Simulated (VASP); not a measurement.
# MoSe2 (P6_3/mmc) in VASP: Born charges and dielectric tensor with LDA

Aim: the Born charges and dielectric tensor of MoSe2 with LDA.

All numbers are computed with VASP 6.6.1; they aren't measurements. Logs are shortened: lines on timing, memory, paths and dates and some standing lists are left out, and cuts for length are marked.

### 1 Starting point

Symmetry: P6_3/mmc, No. 194, hexagonal system. Conventional cell: a = 3.252 Å, b = 3.252 Å, c = 12.762 Å, α = 90.00°, β = 90.00°, γ = 120.00°. Mo (site symmetry -6m2) is surrounded by 6 Se at 2.51 Å. Se (site symmetry 3m) is surrounded by 3 Mo at 2.51 Å.

The cell is a database's computed one.

### 2 Born charges and dielectric tensor, LDA

INCAR

```
SYSTEM = MoSe2
  ALGO = Fast
  EDIFF = 1E-8
  ENCUT = 350
  IBRION = 8
  ISIF = 2
  ISMEAR = 0
  LASPH = .True.
  LCHARG = .False.
  LEPSILON = .True.
  LREAL = .False.
  LWAVE = .False.
  NELM = 100
  NSW = 1
  PREC = Accurate
  SIGMA = 0.02
```

KPOINTS

```
k-points
0
Gamma
  9 9 2
  0 0 0
```

POSCAR

```
MoSe2
1.0
    3.2518500000      0.0000000000      0.0000000000
   -1.6259300000      2.8161900000      0.0000000000
    0.0000000000      0.0000000000     12.7620400000
Mo Se
2 4
Direct
    0.6666700000      0.3333300000      0.7500000000
    0.3333300000      0.6666700000      0.2500000000
    0.3333300000      0.6666700000      0.8801000000
    0.6666700000      0.3333300000      0.3801000000
    0.3333300000      0.6666700000      0.6199000000
    0.6666700000      0.3333300000      0.1199000000
```

Potentials or basis: VASP PAW LDA potentials, release 64 (Mo_sv, Se).

Run with:

```bash
> cat potpaw_LDA.64/Mo_sv/POTCAR potpaw_LDA.64/Se/POTCAR > POTCAR
> mpirun -np 1 vasp_std > vasp.out
```

OUTCAR:

```text
SYSTEM = MoSe2
   EDIFF = 1E-8
   ENCUT = 350
   IBRION = 8
   ISIF = 2
   ISMEAR = 0
   LASPH = .True.
   LEPSILON = .True.
   LREAL = .False.
   NELM = 100
   NSW = 1
   PREC = Accurate

 ion  position               nearest neighbor table
   1  0.667  0.333  0.750-   3 2.51   5 2.51   3 2.51   5 2.51   3 2.51   5 2.51
   2  0.333  0.667  0.250-   4 2.51   6 2.51   4 2.51   6 2.51   4 2.51   6 2.51
   3  0.333  0.667  0.880-   1 2.51   1 2.51   1 2.51
   4  0.667  0.333  0.380-   2 2.51   2 2.51   2 2.51
   5  0.333  0.667  0.620-   1 2.51   1 2.51   1 2.51
   6  0.667  0.333  0.120-   2 2.51   2 2.51   2 2.51

  LATTYP: Found a hexagonal cell.
 ALAT       =     3.2518500000
 C/A-ratio  =     3.9245475652

  Lattice vectors:

 A1 = (   3.2518500000,   0.0000000000,   0.0000000000)
 A2 = (  -1.6259300000,   2.8161900000,   0.0000000000)
 A3 = (   0.0000000000,   0.0000000000,  12.7620400000)

Analysis of symmetry for initial positions (statically):
=====================================================================
 Subroutine PRICEL returns:
 Original cell was already a primitive cell.

 Routine SETGRP: Setting up the symmetry group for a
 hexagonal supercell.

 Subroutine GETGRP returns: Found  8 space group operations
 (whereof  4 operations were pure point group operations)
 out of a pool of 24 trial point group operations.

The static configuration has the point symmetry C_2h.
 The point group associated with its full space group is D_2h.

Analysis of symmetry for dynamics (positions and initial velocities):
=====================================================================
 Subroutine PRICEL returns:
 Original cell was already a primitive cell.

 Routine SETGRP: Setting up the symmetry group for a
 hexagonal supercell.

 Subroutine GETGRP returns: Found  8 space group operations
 (whereof  4 operations were pure point group operations)
 out of a pool of 24 trial point group operations.

The dynamic configuration has the point symmetry C_2h.
 The point group associated with its full space group is D_2h.

 Subroutine INISYM returns: Found  8 space group operations
 (whereof  4 operations are pure point group operations),
 and found     1 'primitive' translations

----------------------------------------------------------------------------------------

                                     Primitive cell

  volume of cell :     116.8726

  direct lattice vectors                    reciprocal lattice vectors
     3.251850000  0.000000000  0.000000000     0.307517259  0.177545385  0.000000000
    -1.625930000  2.816190000  0.000000000     0.000000000  0.355089678  0.000000000
     0.000000000  0.000000000 12.762040000     0.000000000  0.000000000  0.078357379

  length of vectors
     3.251850000  3.251857082 12.762040000     0.355090451  0.355089678  0.078357379

  position of ions in fractional coordinates (direct lattice)
     0.666670000  0.333330000  0.750000000
     0.333330000  0.666670000  0.250000000
     0.333330000  0.666670000  0.880100000
     0.666670000  0.333330000  0.380100000
     0.333330000  0.666670000  0.619900000
     0.666670000  0.333330000  0.119900000

  ion indices of the primitive-cell ions
   primitive index   ion index
                 1           1
                 2           2
[... 1026 lines left out ...]
  ---------------------------------------------------
  ---------------------------------------------------
  free energy    TOTEN  =        -0.12217828 eV

  energy without entropy =       -0.12217828

------------------------ aborting loop because EDIFF is reached ----------------------------------------

 INTERNAL STRAIN TENSOR  FOR ION    3  DIRECTION 3   (eV/Angst):
 -----------------------------------------------------------------------------
   -10.03157 -0.01687 -0.09940
    -0.01687-10.05110  0.05739
     0.04957 -0.02862-27.11283

 MACROSCOPIC STATIC DIELECTRIC TENSOR (including local field effects in DFT)
 ------------------------------------------------------
          16.838779     0.000081     0.000000
           0.000081    16.838969     0.000000
           0.000000     0.000000     8.927380
 ------------------------------------------------------

 PIEZOELECTRIC TENSOR (including local field effects)  for field in x, y, z        (e  Angst)
          XX          YY          ZZ          XY          YZ          ZX
  --------------------------------------------------------------------------------
  x     0.00000     0.00000     0.00000     0.00000     0.00000     0.00000
  y     0.00000     0.00000     0.00000     0.00000     0.00000     0.00000
  z     0.00000     0.00000     0.00000     0.00000     0.00000     0.00000

 PIEZOELECTRIC TENSOR (including local field effects)  for field in x, y, z        (C/m^2)
          XX          YY          ZZ          XY          YZ          ZX
  --------------------------------------------------------------------------------
  x     0.00000     0.00000     0.00000     0.00000     0.00000     0.00000
  y     0.00000     0.00000     0.00000     0.00000     0.00000     0.00000
  z     0.00000     0.00000     0.00000     0.00000     0.00000     0.00000

 BORN EFFECTIVE CHARGES (including local field effects) (in |e|, cummulative output)
 ---------------------------------------------------------------------------------
 ion    1
    1    -1.88129    -0.00006     0.00000
    2    -0.00006    -1.88138     0.00000
    3     0.00000     0.00000    -1.14957
 ion    2
    1    -1.88129    -0.00006     0.00000
    2    -0.00006    -1.88138     0.00000
    3     0.00000     0.00000    -1.14957
 ion    3
    1     0.94065     0.00003    -0.00002
    2     0.00003     0.94069     0.00001
    3    -0.00001     0.00000     0.57479
 ion    4
    1     0.94065     0.00003     0.00002
    2     0.00003     0.94069    -0.00001
    3     0.00001    -0.00000     0.57479
 ion    5
    1     0.94065     0.00003     0.00002
    2     0.00003     0.94069    -0.00001
    3     0.00001    -0.00000     0.57479
 ion    6
    1     0.94065     0.00003    -0.00002
    2     0.00003     0.94069     0.00001
    3    -0.00001     0.00000     0.57479

 INTERNAL STRAIN TENSOR FOR ION    6 for displacements in x,y,z  (eV/Angst):
          X           Y           Z          XY          YZ          ZX
  --------------------------------------------------------------------------------
  x    -0.00011     0.00327     0.00230     3.65074     0.00020    12.50590
  y     3.57188    -3.57373    -0.00133     0.12998    13.49555     0.00020
  z    10.03157    10.05110    27.11283     0.01687     0.02862     0.09940

 SECOND DERIVATIVES (NOT SYMMETRIZED)
 ------------------------------------
               1X          1Y          1Z          2X          2Y          2Z          3X          3Y          3Z          4X          4Y          4Z          5X          5Y          5Z          6X          6Y          6Z
  1X   -18.314565    0.001943    0.000000    0.061277   -0.001555    0.000000    9.076915    0.000180    0.001914    0.049729   -0.000373   -0.000855    9.076915    0.000180   -0.001914    0.049729   -0.000373    0.000855
  1Y     0.001943  -18.312428    0.000000   -0.001555    0.059481    0.000000    0.000180    9.077175   -0.001105   -0.000373    0.049298    0.000493    0.000180    9.077175    0.001105   -0.000373    0.049298   -0.000493
  1Z     0.000000    0.000000  -27.658086    0.000000    0.000000    0.336190    0.001189   -0.000687   13.753422    0.001056   -0.000610   -0.092474   -0.001189    0.000687   13.753422   -0.001056    0.000610   -0.092474
  2X     0.061277   -0.001555    0.000000  -18.314565    0.001943    0.000000    0.049729   -0.000373    0.000855    9.076915    0.000180   -0.001914    0.049729   -0.000373   -0.000855    9.076915    0.000180    0.001914
  2Y    -0.001555    0.059481    0.000000    0.001943  -18.312428    0.000000   -0.000373    0.049298   -0.000493    0.000180    9.077175    0.001105   -0.000373    0.049298    0.000493    0.000180    9.077175   -0.001105
  2Z     0.000000    0.000000    0.336190    0.000000    0.000000  -27.658086   -0.001056    0.000610   -0.092474   -0.001189    0.000687   13.753422    0.001056   -0.000610   -0.092474    0.001189   -0.000687   13.753422
  3X     9.081577   -0.001636    0.000095    0.057772    0.000977   -0.000007   -8.790929   -0.000980   -0.001404   -0.023699    0.000455    0.001521   -0.398116    0.000882    0.000185    0.073395    0.000302   -0.000390
  3Y    -0.001636    9.079741   -0.000055    0.000977    0.058901    0.000004   -0.000980   -8.792112    0.000811    0.000455   -0.023174   -0.000878    0.000882   -0.397100   -0.000107    0.000302    0.073744    0.000225
  3Z    -0.002150    0.001241   13.686637   -0.000620    0.000358   -0.018272   -0.001206    0.000696  -15.741950    0.000655   -0.000378    0.111756    0.001486   -0.000858    1.693956    0.001834   -0.001059    0.267874
  4X     0.057772    0.000977    0.000007    9.081577   -0.001636   -0.000095   -0.023699    0.000455   -0.001521   -8.790929   -0.000980    0.001404    0.073395    0.000302    0.000390   -0.398116    0.000882   -0.000185
  4Y     0.000977    0.058901   -0.000004   -0.001636    9.079741    0.000055    0.000455   -0.023174    0.000878   -0.000980   -8.792112   -0.000811    0.000302    0.073744   -0.000225    0.000882   -0.397100    0.000107
  4Z     0.000620   -0.000358   -0.018272    0.002150   -0.001241   13.686637   -0.000655    0.000378    0.111756    0.001206   -0.000696  -15.741950   -0.001834    0.001059    0.267874   -0.001486    0.000858    1.693956
  5X     9.081577   -0.001636   -0.000095    0.057772    0.000977    0.000007   -0.398116    0.000882   -0.000185    0.073395    0.000302    0.000390   -8.790929   -0.000980    0.001404   -0.023699    0.000455   -0.001521
  5Y    -0.001636    9.079741    0.000055    0.000977    0.058901   -0.000004    0.000882   -0.397100    0.000107    0.000302    0.073744   -0.000225   -0.000980   -8.792112   -0.000811    0.000455   -0.023174    0.000878
  5Z     0.002150   -0.001241   13.686637    0.000620   -0.000358   -0.018272   -0.001486    0.000858    1.693956   -0.001834    0.001059    0.267874    0.001206   -0.000696  -15.741950   -0.000655    0.000378    0.111756
  6X     0.057772    0.000977   -0.000007    9.081577   -0.001636    0.000095    0.073395    0.000302   -0.000390   -0.398116    0.000882    0.000185   -0.023699    0.000455    0.001521   -8.790929   -0.000980   -0.001404
  6Y     0.000977    0.058901    0.000004   -0.001636    9.079741   -0.000055    0.000302    0.073744    0.000225    0.000882   -0.397100   -0.000107    0.000455   -0.023174   -0.000878   -0.000980   -8.792112    0.000811
  6Z    -0.000620    0.000358   -0.018272   -0.002150    0.001241   13.686637    0.001834   -0.001059    0.267874    0.001486   -0.000858    1.693956    0.000655   -0.000378    0.111756   -0.001206    0.000696  -15.741950

 Eigenvectors and eigenvalues of the dynamical matrix
 ----------------------------------------------------

   1 f  =   10.690613 THz    67.171101 2PiTHz  356.600459 cm-1    44.212802 meV
             X         Y         Z           dx          dy          dz
      1.625940  0.938721  9.571530    -0.000000    0.000000    0.556039
     -0.000020  1.877469  3.190510    -0.000000    0.000000   -0.556039
     -0.000020  1.877469 11.231871    -0.000055    0.000032   -0.308885
      1.625940  0.938721  4.850851    -0.000055    0.000032    0.308885
     -0.000020  1.877469  7.911189     0.000055   -0.000032   -0.308885
      1.625940  0.938721  1.530169     0.000055   -0.000032    0.308885
[... 145 lines left out ...]
  18 f/i=    0.002982 THz     0.018737 2PiTHz    0.099470 cm-1     0.012333 meV
             X         Y         Z           dx          dy          dz
      1.625940  0.938721  9.571530     0.376623   -0.217450   -0.000000
     -0.000020  1.877469  3.190510     0.376623   -0.217450   -0.000000
     -0.000020  1.877469 11.231871     0.341430   -0.197131   -0.000010
      1.625940  0.938721  4.850851     0.341430   -0.197131    0.000010
     -0.000020  1.877469  7.911189     0.341430   -0.197131    0.000010
      1.625940  0.938721  1.530169     0.341430   -0.197131   -0.000010

--------------------------------------------------------------------------------------------------------

 MACROSCOPIC STATIC DIELECTRIC TENSOR IONIC CONTRIBUTION
 ------------------------------------------------------
           0.600142     0.000062    -0.000000
           0.000062     0.600218     0.000000
          -0.000000     0.000000     0.149750
 ------------------------------------------------------

 ELASTIC MODULI CONTR FROM IONIC RELAXATION (kBar)
 Direction    XX          YY          ZZ          XY          YZ          ZX
 --------------------------------------------------------------------------------
 XX        -390.5385   -237.3683   -847.7809    -14.1272     -0.0000     -0.0000
 YY        -237.3683   -391.8718   -849.4400     12.9765      0.0000      0.0000
 ZZ        -847.7809   -849.4400  -2291.3525     -1.4326     -0.0000     -0.0000
 XY         -14.1272     12.9765     -1.4326   -235.5959     -0.0000     -0.0000
 YZ           0.0000      0.0000     -0.0000     -0.0000  -1176.1216      0.0057
 ZX          -0.0000      0.0000     -0.0000     -0.0000      0.0057  -1010.7697
 --------------------------------------------------------------------------------

 PIEZOELECTRIC TENSOR IONIC CONTR  for field in x, y, z        (C/m^2)
          XX          YY          ZZ          XY          YZ          ZX
  --------------------------------------------------------------------------------
  x     0.00000    -0.00000     0.00000     0.00000     0.00000     0.00000
  y    -0.00000     0.00000     0.00000     0.00000    -0.00000    -0.00000
  z     0.00000     0.00000     0.00000     0.00000     0.00000    -0.00000
```

Wall time 23 min (1 thread of Intel Xeon 6975P-C (Granite Rapids), shared host); peak memory 0.53 GiB.

What came out:

```yaml
Band_gap_on_the_k_mesh: 0.84 eV, indirect (least direct gap 1.51 eV)
Electronic_dielectric_tensor_diagonal: 16.84, 16.84, 8.93
Born_charges_mean_of_the_diagonal: Mo -1.64; Se +0.82 e
Highest_phonon_frequency_at_Γ_LO-TO_splitting_left_out: 357 cm⁻¹
```

Phonon frequencies in cm⁻¹ (negative: imaginary):
```csv
q point,frequencies
"(0.000, 0.000, 0.000)",0 0 0 28 28 43 169 169 171 171 244 246 288 288 288 288 353 357
```

Electronic dielectric tensor:
```
16.84  0.00  0.00
 0.00 16.84  0.00
 0.00  0.00  8.93
```

Born effective charge tensors (e):
atom 1, Mo
```
-1.88  0.00  0.00
 0.00 -1.88  0.00
 0.00  0.00 -1.15
```
atom 2, Mo
```
-1.88  0.00  0.00
 0.00 -1.88  0.00
 0.00  0.00 -1.15
```
atom 3, Se
```
0.94 0.00 0.00
0.00 0.94 0.00
0.00 0.00 0.57
```
atom 4, Se
```
0.94 0.00 0.00
0.00 0.94 0.00
0.00 0.00 0.57
```
atom 5, Se
```
0.94 0.00 0.00
0.00 0.94 0.00
0.00 0.00 0.57
```
atom 6, Se
```
0.94 0.00 0.00
0.00 0.94 0.00
0.00 0.00 0.57
```

Caveat: an odd mesh through Γ misses points on the zone boundary, where band edges often lie.
